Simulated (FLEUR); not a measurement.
# CaF2 (Fluorite): single point with PBEsol

CaF2 (Fluorite):

```
CELL_PARAMETERS angstrom
0.00000 2.73100 2.73100
2.73100 0.00000 2.73100
2.73100 2.73100 0.00000
ATOMIC_POSITIONS crystal
Ca 0.01836 0.99261 0.98939
F 0.74299 0.75433 0.75807
F 0.25247 0.23975 0.24184
```

The cell isn't the ideal one: atoms moved at random, drawn with an rms of 0.05 Å.

```yaml
Program: FLEUR MaX-R8.1 (later development tree)
Task: single point
Functional: PBEsol
Potentials_or_basis: all-electron
Basis: FLAPW
Kmax: 4.32 1/bohr
k_mesh: 8 × 8 × 8
Occupations: fermi-dirac, width 0.05 eV
Spin: no spin polarisation
```

* Largest force: 0.373 eV/Å
* Band gap on the k mesh: 7.08 eV, indirect (least direct gap 7.33 eV)
* Valence electrons inside the program's atomic spheres: Ca 8.01; F 6.58 (radii Ca 2.27, F 1.74 bohr)

Forces in eV/Å, atoms in the order of the input:
```
Ca   0.155 -0.137 -0.189
F   -0.368  0.020  0.056
F    0.213  0.116  0.134
```

Levels at points of the mesh, in eV from the valence-band top:
| k point | band 8 | band 9 | band 10 | band 11 | band 12 | band 13 | band 14 | band 15 | band 16 | band 17 |
| --- | --- | --- | --- | --- | --- | --- | --- | --- | --- | --- |
| (0.00, 0.00, 0.00) | -2.15 | -2.10 | -0.29 | -0.26 | -0.26 | 7.08 | 9.12 | 9.13 | 11.11 | 11.23 |
| (0.00, 0.00, 0.50) | -1.58 | -1.30 | -1.27 | -0.87 | -0.74 | 9.28 | 9.41 | 9.74 | 10.57 | 10.99 |
| (0.00, 0.50, 0.00) | -1.56 | -1.29 | -1.27 | -0.88 | -0.74 | 9.28 | 9.41 | 9.75 | 10.54 | 10.98 |
| (0.00, 0.50, 0.50) | -1.70 | -1.66 | -0.45 | -0.32 | 0.00 | 8.00 | 9.49 | 10.07 | 10.74 | 10.98 |
| (0.50, 0.00, 0.00) | -1.49 | -1.30 | -1.26 | -0.95 | -0.81 | 9.26 | 9.42 | 9.57 | 10.59 | 10.84 |
| (0.50, 0.00, 0.50) | -1.69 | -1.67 | -0.40 | -0.37 | -0.01 | 8.03 | 9.47 | 10.07 | 10.83 | 10.87 |
| (0.50, 0.50, 0.00) | -1.69 | -1.67 | -0.40 | -0.37 | -0.01 | 8.03 | 9.47 | 10.07 | 10.84 | 10.87 |
| (0.50, 0.50, 0.50) | -1.46 | -1.35 | -1.22 | -0.97 | -0.88 | 9.28 | 9.40 | 9.59 | 10.51 | 10.79 |

Core levels (eV from the Fermi level):
```
atom                                                   levels
1 Ca  1s1/2 -3932.3, 2s1/2 -402.3, 2p1/2 -325.5, 2p3/2 -321.8
 2 F                                             1s1/2 -648.9
 3 F                                             1s1/2 -648.9
```

Run time: 6.5 min on 4 MPI ranks on Arm Neoverse V1, with other jobs on the host.

A k mesh can miss the band edges.
